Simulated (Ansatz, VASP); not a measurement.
# Rb: VASP beside Ansatz

INCAR

```
SYSTEM = Rb
  PREC = Accurate
  ENCUT = 520
  EDIFF = 1E-6
  ISMEAR = 0
  SIGMA = 0.15
  LREAL = .False.
  LASPH = .True.
  NELM = 100
  ALGO = Normal
  ISIF = 2
  LWAVE = .False.
  LCHARG = .False.
  NBANDS = 10
```

KPOINTS

```
regular mesh
0
Gamma
  12 12 12
  0 0 0
```

File POSCAR:

```
Rb
1.0
   -2.8060000000      2.8848486000      2.8848486000
    2.8060000000     -2.7271514000      2.7271514000
    2.8060000000      2.7271514000     -2.7271514000
Rb
1
Direct
    0.0000000000      0.0000000000      0.0000000000
```

Input for Ansatz:

```yaml
crystal:
  lattice:
    - [-2.806, 2.8848486, 2.8848486]
    - [2.806, -2.7271514, 2.7271514]
    - [2.806, 2.7271514, -2.7271514]
  atoms:
    - { symbol: Rb, position: [0.0, 0.0, 0.0] }
basis:
  ecutwfc: 420
kpoints:
  mp_grid: { grid: [12, 12, 12] }
hamiltonian:
  xc: lda
scf:
  occupations: { method: gaussian, width: 0.15 }
output:
  forces: true
  stress: true
  eigenvalues: true
```

Change from the starting cell: strain +0.0562 x Voigt [0, 0, 0, 1, 0, 0], atoms carried along.

Alike in both runs: task single point; functional LDA; k mesh 12 × 12 × 12; occupations gaussian, width 0.15 eV; no spin polarisation.

```csv
,VASP,Ansatz
version,VASP 6.6.1,Ansatz 0.2.0
potentials or method,"VASP PAW LDA potentials, release 64 (Rb_sv)","scalar-relativistic, plane waves, PAW"
plane-wave cutoff (eV),520,420
valence electrons in the cell,9,9
```

```tsv
	VASP	Ansatz	Ansatz less VASP
gap on the k mesh at the Fermi level (eV)	none	none	-
pressure (GPa)	-0.4	-0.4	0.00
largest component of the traceless stress (GPa)	0.09	0.09	0.000
```

A gap of «none» marks a metal or a gap that the smearing closes.
